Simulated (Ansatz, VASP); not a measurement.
Rh: VASP beside Ansatz

Contents of INCAR:

```
SYSTEM = Rh
PREC = Accurate
ENCUT = 520
EDIFF = 1E-6
ISMEAR = 1
SIGMA = 0.1
LREAL = .False.
LASPH = .True.
NELM = 60
ALGO = Normal
ISIF = 2
LWAVE = .False.
LCHARG = .False.
GGA = PE
NBANDS = 14
```

The input KPOINTS:

```
regular mesh
0
Gamma
  15 15 15
  0 0 0
```

The input POSCAR:

```
Rh
1.0
    0.0000000000      1.8978500000      1.8978500000
    1.8978500000      0.0000000000      1.8978500000
    1.8978500000      1.8978500000      0.0000000000
Rh
1
Direct
    0.0000000000      0.0000000000      0.0000000000
```

Input for Ansatz:

```yaml
crystal:
  lattice:
    - [0.0, 1.89785, 1.89785]
    - [1.89785, 0.0, 1.89785]
    - [1.89785, 1.89785, 0.0]
  atoms:
    - { symbol: Rh, position: [0.0, 0.0, 0.0] }
basis:
  ecutwfc: 500.0
kpoints:
  mp_grid:
    grid: [15, 15, 15]
hamiltonian:
  xc: pbe
scf:
  convergence:
    dr2_threshold: 1.0e-09
  occupations:
    method: cold
    width: 0.1
output:
  forces: true
  stress: true
```

Alike in both runs: task single point; functional PBE; k mesh 15 × 15 × 15; no spin polarisation.

|  | VASP | Ansatz |
| --- | --- | --- |
| version | VASP 6.6.1 | Ansatz 0.2.0 |
| potentials or method | VASP PAW PBE potentials, release 64 (Rh_pv) | plane waves, PAW |
| plane-wave cutoff (eV) | 520 | 500 |
| occupations | methfessel-paxton of order 1, width 0.1 eV | cold, width 0.1 eV |
| valence electrons in the cell | 15 | 17 |

Ansatz gave:

| Item | Value |
| --- | --- |
| pressure (GPa) | 7.3 |

Problem. What did VASP give for the same quantities?

Solution. Pressure (GPa): 7.5.

The two sets of potentials don't hold the same shells in valence. Ansatz warned: «stress_scf_threshold_loose».
